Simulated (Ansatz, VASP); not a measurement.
# Zn in VASP and in Ansatz

File INCAR:

```
SYSTEM = Zn
ALGO     = Normal         ! electronic algorithm
EDIFF    = 1E-6           ! SCF threshold, eV
ENCUT    = 520            ! plane-wave cutoff, eV
ISIF     = 2              ! what is computed and relaxed
ISMEAR   = -1             ! smearing method
LASPH    = .TRUE.         ! aspherical terms in the spheres
LCHARG   = .FALSE.        ! write CHGCAR
LREAL    = .FALSE.        ! projectors in reciprocal space
LWAVE    = .FALSE.        ! write WAVECAR
NBANDS   = 12             ! bands
NELM     = 60             ! most SCF steps
PREC     = Accurate       ! precision mode
SIGMA    = 0.05           ! smearing width, eV
```

File KPOINTS:

```
k-points
0
G
  12 12 12
  0 0 0
```

The input POSCAR:

```
Zn
1.0
   -1.5896845915      1.5896845915      1.5896845915
    1.5896845915     -1.5896845915      1.5896845915
    1.5896845915      1.5896845915     -1.5896845915
Zn
1
Direct
    0.0000000000      0.0000000000      0.0000000000
```

The input input.yaml:

```yaml
crystal:
  lattice:
    - [-1.5896845915, 1.5896845915, 1.5896845915]
    - [1.5896845915, -1.5896845915, 1.5896845915]
    - [1.5896845915, 1.5896845915, -1.5896845915]
  atoms:
    - { symbol: Zn, position: [0.0, 0.0, 0.0] }
kpoints:
  mp_grid: { grid: [12, 12, 12] }
scf:
  occupations: { method: fermi_dirac, width: 0.05 }
hamiltonian:
  xc: lda
  pseudopotentials: { kind: all_electron, lapw: { basis_error: 0.001 } }
output:
  forces: true
  stress: true
  eigenvalues: true
```

Change from the starting cell: volume scaled by 1.04.

Alike in both runs: task single point; functional LDA; k mesh 12 × 12 × 12; occupations fermi-dirac, width 0.05 eV; no spin polarisation.

|  | VASP | Ansatz |
| --- | --- | --- |
| version | VASP 6.6.1 | Ansatz 0.2.0 |
| potentials or method | VASP PAW LDA potentials, release 64 (Zn) | all-electron LAPW, scalar-relativistic |
| plane-wave cutoff (eV) | 520 | see its input |

VASP gave:

```
gap on the k mesh at the Fermi level (eV) : none
pressure (GPa)                            : -9.4
```

Problem. What did Ansatz give for the same quantities?

Solution. gap on the k mesh at the Fermi level (eV): none; pressure (GPa): -9.8.

A gap of «none» marks a metal or a gap that the smearing closes. Ansatz ran all-electron here, so the differences hold the error of VASP's frozen core and of both bases.
